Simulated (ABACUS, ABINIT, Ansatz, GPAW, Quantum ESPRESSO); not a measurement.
**Cost and result for the equilibrium volume of Ge**

Symmetry: Fd-3m, No. 227, cubic system. The conventional cell has a = 5.658 Å, b = 5.658 Å, c = 5.658 Å, α = 90.00°, β = 90.00°, γ = 90.00°. Around Ge (site symmetry -43m) lie 4 Ge at 2.45 Å.

| rung | level | program and potentials | cutoff (eV) | k mesh | smearing | task | spin | core time | chip | equilibrium volume (Å³/atom) | miss | notes |
| --- | --- | --- | --- | --- | --- | --- | --- | --- | --- | --- | --- | --- |
| GGA + dispersion | RPBE+D4 | Ansatz, all-electron LAPW, scalar-relativistic | - | 8 × 8 × 8 | fermi-dirac 0.05 | relaxation of cell and atoms | off | 19 s | Arm Neoverse V2 | (a) | ? | - |
| GGA + dispersion | PBE+D3(BJ) | Ansatz, all-electron LAPW, scalar-relativistic | - | 8 × 8 × 8 | fermi-dirac 0.05 | relaxation of cell and atoms | off | 27 s | Intel Xeon Platinum 8259CL Skylake/Cascade Lake | 23.15 | +2.3 % | - |
| GGA | SOGGA | GPAW, PAW data sets generated for this functional | 600 | 8 × 8 × 8 | fermi-dirac 0.05 | equation of state | off | 35 s | Intel Xeon 6975P-C Granite Rapids | 22.92 | +1.2 % | - |
| GGA | RPBE | ABACUS, PseudoDojo NC SR 0.4.1 PBE standard, plane waves | 1075 | 6 × 6 × 6 | fermi-dirac 0.05 | relaxation of cell and atoms | off | 47 s | Intel Xeon Platinum 8488C Sapphire Rapids | 24.78 | +9.5 % | potentials made for PBE |
| GGA + dispersion | RPBE+D4 | GPAW, the program's PAW data sets (release 1.2.1) made for this functional | 600 | 8 × 8 × 8 | fermi-dirac 0.05 | equation of state | off | 54 s | Arm Neoverse V2 | 22.92 | +1.2 % | - |
| GGA + dispersion | PBE+D3(zero damping) | GPAW, GPAW PAW data sets (gpaw-data 1.2.1) | 600 | 8 × 8 × 8 | fermi-dirac 0.05 | equation of state | off | 63 s | Arm Neoverse V1 | 23.70 | +4.7 % | - |
| GGA | PBE | Ansatz, all-electron LAPW, scalar-relativistic | - | 8 × 8 × 8 | fermi-dirac 0.025 | relaxation of cell and atoms | collinear, antiferromagnetic start | 1.8 min | Arm Neoverse V1 | 23.91 | +5.6 % | - |
| GGA | SOGGA | ABACUS, PseudoDojo NC SR 0.4 PBEsol stringent, plane waves | 1687 | 6 × 6 × 6 | fermi-dirac 0.05 | equation of state | off | 1.9 min | AMD EPYC 9R45 Zen 5 | (b) | ? | potentials made for PBEsol; fit through 4 volumes |
| GGA + dispersion | BP86+D3(zero damping) | GPAW, PAW data sets generated for this functional | 600 | 8 × 8 × 8 | fermi-dirac 0.05 | equation of state | off | 2.1 min | Intel Xeon Skylake/Cascade Lake | 23.66 | +4.5 % | - |
| GGA | PBE | ABINIT, PseudoDojo NC SR PBE v0.4.1 standard | 1061 | 6 × 6 × 6 | fermi-dirac 0.05 | relaxation of cell and atoms | off | 2.4 min | Arm Neoverse V2 | 24.00 | +6.0 % | - |
| GGA | PBEsol | ABACUS, SSSP 1.3 efficiency PBE, plane waves | 748 | 6 × 6 × 6 | fermi-dirac 0.05 | equation of state | off | 2.8 min | Intel Xeon 6975P-C Granite Rapids | 22.86 | +1.0 % | potentials made for PBE; fit through 4 volumes |
| GGA + dispersion | PBE+D3(BJ) | Quantum ESPRESSO, PseudoDojo 0.4.1 SR PBE standard | 1061 | 8 × 8 × 8 | fermi-dirac 0.05 | equation of state | off | 5.1 min | Arm Neoverse V1 | (c) | ? | - |

Times are single runs on shared hosts and different chips, so they are rough; meshes, cutoffs and the tasks' sizes weigh on the time. Smearing widths are in eV. For a metal such meshes aren't converged. Meshes differ between rows, which moves values too. Meshes are those of the run's cell of 2 atoms unless a note names another. Relaxations start from the cell shown or near it and stop with a little pressure left. Misses use the values as printed. Runs on faulty files, with rough fits or with known faults for this quantity aren't shown. No row holds spin-orbit coupling.

Measured: 22.64 Å³/atom at 298.15 K (COD entry, doi:10.1107/S0021889875010965). The runs are for a static lattice.

Estimate the values left out from the other rows.

(a) 22.82 Å³/atom, miss +0.8 %; (b) 22.61 Å³/atom, miss -0.1 %; (c) 23.25 Å³/atom, miss +2.7 %.
